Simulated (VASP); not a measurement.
VASP 6.6.1, PBE single-point calculation, KBr (strained rocksalt)

INCAR

```
EDIFF = 1E-7
LASPH = .TRUE.
ISIF = 2
NELM = 120
LELF = .TRUE.
NSW = 0
GGA = PE
SIGMA = 0.02
LCHARG = .TRUE.
PREC = Accurate
NBANDS = 15
ISMEAR = -1
LWAVE = .FALSE.
IBRION = -1
ENCUT = 520
LREAL = .FALSE.
```

KPOINTS

```
KPOINTS created by Atomic Simulation Environment
0
Gamma
6 6 6
0 0 0
```

KPOINTS_OPT

```
special points
6
Reciprocal
0.0000000000 0.0000000000 0.0000000000 1
0.5000000000 0.0000000000 0.5000000000 1
0.6250000000 0.2500000000 0.6250000000 1
0.3750000000 0.3750000000 0.7500000000 1
0.5000000000 0.5000000000 0.5000000000 1
0.5000000000 0.2500000000 0.7500000000 1
```

POSCAR

```
K  Br
 1.0000000000000000
     0.0550374636000000    3.3572852783000000    3.3572852783000000
     3.3572852783000000    0.0550374636000000    3.3572852783000000
     3.3572852783000000    3.3572852783000000    0.0550374636000000
 K   Br
   1   1
Cartesian
  0.0000000000000000  0.0000000000000000  0.0000000000000000
  3.3848040100999994  3.3848040100999994  3.3848040100999990
```

VASP ran with the recommended PBE PAW datasets (16 valence electrons in the cell).

Command

```
mpirun -np 1 vasp_std
```

OSZICAR

```
N       E                     dE             d eps       ncg     rms          rms(c)
DAV:   1     0.989380316012E+02    0.98938E+02   -0.67671E+03   960   0.931E+02
DAV:   2    -0.256351702079E+00   -0.99194E+02   -0.91611E+02  1269   0.227E+02
DAV:   3    -0.616634480950E+01   -0.59100E+01   -0.58741E+01  1340   0.489E+01
DAV:   4    -0.639817710963E+01   -0.23183E+00   -0.23179E+00  1414   0.822E+00
DAV:   5    -0.640004355967E+01   -0.18665E-02   -0.18664E-02  1360   0.859E-01    0.297E+00
DAV:   6    -0.622239560626E+01    0.17765E+00   -0.22369E-01  1233   0.224E+00    0.216E+00
DAV:   7    -0.621031964259E+01    0.12076E-01   -0.10908E-01  1324   0.176E+00    0.999E-01
DAV:   8    -0.621963680243E+01   -0.93172E-02   -0.12309E-02  1069   0.798E-01    0.113E-01
DAV:   9    -0.622047746900E+01   -0.84067E-03   -0.91709E-04  1324   0.186E-01    0.791E-02
DAV:  10    -0.622076468003E+01   -0.28721E-03   -0.29631E-04  1030   0.993E-02    0.127E-02
DAV:  11    -0.622078169955E+01   -0.17020E-04   -0.28601E-05  1324   0.298E-02    0.558E-03
DAV:  12    -0.622078406622E+01   -0.23667E-05   -0.43483E-06  1023   0.136E-02    0.172E-03
DAV:  13    -0.622078414477E+01   -0.78546E-07   -0.17849E-07  1380   0.222E-03
   1 F= -.62207841E+01 E0= -.62207841E+01  d E =-.731804E-11
       N       E                     dE             ncg
DAV:   1     0.552777077503E+03   -0.27885E+04      180
DAV:   2    -0.332572396474E+02   -0.58603E+03      229
DAV:   3    -0.686815519011E+02   -0.35424E+02      257
DAV:   4    -0.705227858633E+02   -0.18412E+01      250
DAV:   5    -0.705356474391E+02   -0.12862E-01      250
DAV:   6    -0.705359774240E+02   -0.32998E-03      263
DAV:   7    -0.705359790499E+02   -0.16259E-05      257
DAV:   8    -0.705359790815E+02   -0.31612E-07      205
```

From OUTCAR

```
k-points           NKPTS =     32   k-points in BZ     NKDIM =     32   number of bands    NBANDS=     15

   NELECT =      16.0000    total number of electrons

   dimension x,y,z NGX =    36 NGY =   36 NGZ =   36
   dimension x,y,z NGXF=    72 NGYF=   72 NGZF=   72

  energy-cutoff  :      520.00
  volume of cell :       73.82
      direct lattice vectors                 reciprocal lattice vectors
     0.055037464  3.357285278  3.357285278    -0.152643008  0.150181024  0.150181024
     3.357285278  0.055037464  3.357285278     0.150181024 -0.152643008  0.150181024
     3.357285278  3.357285278  0.055037464     0.150181024  0.150181024 -0.152643008

 k-points in reciprocal lattice and weights: KPOINTS created by Atomic Simulation Env
   0.00000000  0.00000000  0.00000000       0.005
   0.16666667  0.00000000  0.00000000       0.028
   0.33333333  0.00000000  0.00000000       0.028
   0.50000000  0.00000000 -0.00000000       0.014
   0.16666667  0.16666667  0.00000000       0.028
   0.33333333  0.16666667  0.00000000       0.056
   0.50000000  0.16666667 -0.00000000       0.056
  -0.33333333  0.16666667  0.00000000       0.056
   ...

 E-fermi :  -1.4040

 k-point     1 :       0.0000    0.0000    0.0000
  band No.  band energies     occupation
      1     -29.6853      2.00000
      2     -14.1038      2.00000
      3     -13.1614      2.00000
      4     -13.1614      2.00000
      5     -13.1584      2.00000
      6      -1.8794      2.00000
      7      -1.8246      2.00000
      8      -1.8246      2.00000
      9       2.5173      0.00000
     10       5.6309      0.00000
     11       5.8159      0.00000
     12       5.8159      0.00000
     13       6.5623      0.00000
     14       6.5623      0.00000
     15       9.6885      0.00000

 k-point     2 :       0.1667    0.0000    0.0000
  band No.  band energies     occupation
      1     -29.6841      2.00000
      2     -14.1525      2.00000
      3     -13.1631      2.00000
      4     -13.1598      2.00000
      5     -13.0962      2.00000
      6      -2.1834      2.00000
      7      -1.9570      2.00000
      8      -1.9092      2.00000
      9       3.1608      0.00000
     10       5.6318      0.00000
     11       5.9739      0.00000
     12       6.1340      0.00000
     13       6.8957      0.00000
     14       6.9128      0.00000
     15      10.5713      0.00000

 k-point     3 :       0.3333    0.0000    0.0000
  band No.  band energies     occupation
      1     -29.6816      2.00000
      2     -14.2356      2.00000
      3     -13.1666      2.00000
      4     -13.1619      2.00000
      5     -12.9805      2.00000
      6      -2.7358      2.00000
      7      -2.1154      2.00000
      8      -2.0684      2.00000
      9       4.2748      0.00000
     10       5.8303      0.00000
     11       6.8275      0.00000
     12       6.9849      0.00000
     13       7.7334      0.00000
     14       7.7957      0.00000
     15       9.5174      0.00000

 k-point     4 :       0.5000    0.0000   -0.0000
  band No.  band energies     occupation
      1     -29.6803      2.00000
      2     -14.2720      2.00000
      3     -13.1683      2.00000
      4     -13.1630      2.00000
      5     -12.9274      2.00000
      6      -2.9675      2.00000
      7      -2.1900      2.00000
      8      -2.1435      2.00000
      9       4.6866      0.00000
     10       6.3088      0.00000
     11       7.7897      0.00000
     12       7.9394      0.00000
     13       8.0379      0.00000
     14       8.2031      0.00000
     15       8.9296      0.00000

 k-point     5 :       0.1667    0.1667    0.0000
  band No.  band energies     occupation
      1     -29.6837      2.00000
      2     -14.1487      2.00000
      3     -13.1691      2.00000
      4     -13.1676      2.00000
      5     -13.0892      2.00000
      6      -2.2738      2.00000
      7      -1.9453      2.00000
      8      -1.9058      2.00000
      9       3.2966      0.00000
     10       5.1409      0.00000
     11       6.3558      0.00000
     12       6.4710      0.00000
     13       6.7578      0.00000
     14       7.2068      0.00000
     15      10.8190      0.00000

 k-point     6 :       0.3333    0.1667    0.0000
  band No.  band energies     occupation
      1     -29.6817      2.00000
      2     -14.1836      2.00000
      3     -13.1747      2.00000
      4     -13.1716      2.00000
      5     -13.0380      2.00000
      6      -2.5980      2.00000
      7      -2.0825      2.00000
      8      -2.0529      2.00000
      9       4.2274      0.00000
     10       5.0583      0.00000
     11       7.0822      0.00000
     12       7.1299      0.00000
     13       7.3403      0.00000
     14       7.7357      0.00000
     15       9.4663      0.00000

 k-point     7 :       0.5000    0.1667   -0.0000
  band No.  band energies     occupation
      1     -29.6800      2.00000
      2     -14.2181      2.00000
      3     -13.1825      2.00000
      4     -13.1705      2.00000
      5     -12.9869      2.00000
      6      -2.8175      2.00000
      7      -2.2380      2.00000
      8      -2.1675      2.00000
      9       4.8674      0.00000
     10       5.9276      0.00000
     11       7.3234      0.00000
     12       7.6352      0.00000
     13       7.9416      0.00000
     14       8.1119      0.00000
     15       9.0379      0.00000

 k-point     8 :      -0.3333    0.1667    0.0000
  band No.  band energies     occupation
      1     -29.6804      2.00000
      2     -14.2212      2.00000
      3     -13.1871      2.00000
      4     -13.1638      2.00000
      5     -12.9826      2.00000
      6      -2.7886      2.00000
      7      -2.2037      2.00000
      8      -2.1667      2.00000
      9       4.8495      0.00000
     10       5.8106      0.00000
     11       7.1012      0.00000
     12       7.1662      0.00000
     13       7.7782      0.00000
     14       8.6196      0.00000
     15       9.0584      0.00000

 k-point     9 :      -0.1667    0.1667    0.0000
  band No.  band energies     occupation
      1     -29.6824      2.00000
      2     -14.1903      2.00000
      3     -13.1774      2.00000
      4     -13.1586      2.00000
      5     -13.0352      2.00000
      6      -2.5083      2.00000
      7      -2.0670      2.00000
      8      -2.0193      2.00000
      9       3.9499      0.00000
     10       5.4102      0.00000
     11       6.3046      0.00000
     12       6.8558      0.00000
     13       7.2457      0.00000
     14       7.6243      0.00000
     15       9.8879      0.00000

 k-point    10 :       0.3333    0.3333    0.0000
  band No.  band energies     occupation
      1     -29.6806      2.00000
      2     -14.1103      2.00000
      3     -13.1848      2.00000
      4     -13.1845      2.00000
      5     -13.1216      2.00000
      6      -2.6283      2.00000
      7      -2.0863      2.00000
      8      -2.0396      2.00000
      9       4.3448      0.00000
     10       4.6101      0.00000
     11       7.2062      0.00000
     12       7.6064      0.00000
     13       7.9967      0.00000
     14       8.0570      0.00000
     15       8.8442      0.00000

 k-point    11 :       0.5000    0.3333    0.0000
  band No.  band energies     occupation
      1     -29.6794      2.00000
      2     -14.0915      2.00000
      3     -13.2139      2.00000
      4     -13.1845      2.00000
      5     -13.1220      2.00000
      6      -2.6170      2.00000
      7      -2.2386      2.00000
      8      -2.1527      2.00000
      9       4.4541      0.00000
     10       5.5080      0.00000
     11       6.9746      0.00000
     12       7.6516      0.00000
     13       7.8332      0.00000
     14       8.5294      0.00000
     15       9.0137      0.00000

 k-point    12 :      -0.3333    0.3333    0.0000
  band No.  band energies     occupation
      1     -29.6793      2.00000
      2     -14.1510      2.00000
      3     -13.2180      2.00000
      4     -13.1748      2.00000
      5     -13.0448      2.00000
      6      -2.5985      2.00000
      7      -2.4280      2.00000
      8      -2.1944      2.00000
      9       5.1090      0.00000
     10       6.1253      0.00000
     11       6.5969      0.00000
     12       7.2052      0.00000
     13       7.8914      0.00000
     14       8.4910      0.00000
     15       9.4696      0.00000

 k-point    13 :       0.5000    0.5000    0.0000
  band No.  band energies     occupation
      1     -29.6791      2.00000
      2     -14.0125      2.00000
      3     -13.2419      2.00000
      4     -13.1928      2.00000
      5     -13.1915      2.00000
      6      -2.6295      2.00000
      7      -2.1438      2.00000
      8      -2.0946      2.00000
      9       4.0478      0.00000
     10       5.2558      0.00000
     11       7.4736      0.00000
     12       7.5148      0.00000
     13       7.7223      0.00000
     14       8.8365      0.00000
     15       8.8493      0.00000

 ...

  Total        0.1489599      0.1489599      0.1489599     -0.0407603     -0.0407603     -0.0407603
  in kB        3.2329370      3.2329370      3.2329370     -0.8846376     -0.8846376     -0.8846376
  external PRESSURE =       3.2329370 kB  Pullay stress =       0.0000000 kB

 POSITION                                       TOTAL-FORCE (eV/Angst)
 -----------------------------------------------------------------------------------
      0.00000      0.00000      0.00000         0.000000      0.000000      0.000000
      3.38480      3.38480      3.38480        -0.000000     -0.000000     -0.000000
 -----------------------------------------------------------------------------------
    total drift:                                0.000000      0.000000      0.000000

  FREE ENERGIE OF THE ION-ELECTRON SYSTEM (eV)
  ---------------------------------------------------
  free  energy   TOTEN  =        -6.2207841448 eV

  energy  without entropy=       -6.2207841448  energy(sigma->0) =       -6.22078414
```

```
gap between bands v and c : 4.34 eV
least direct gap          : 4.34 eV
pressure                  : 0.3 GPa
```

Band v is the last that the valence electrons fill when counted band by band, and c is the next.

The run took about 42 s on one core of a shared host (Intel Xeon Platinum 8488C) and held 0.22 GiB at most.
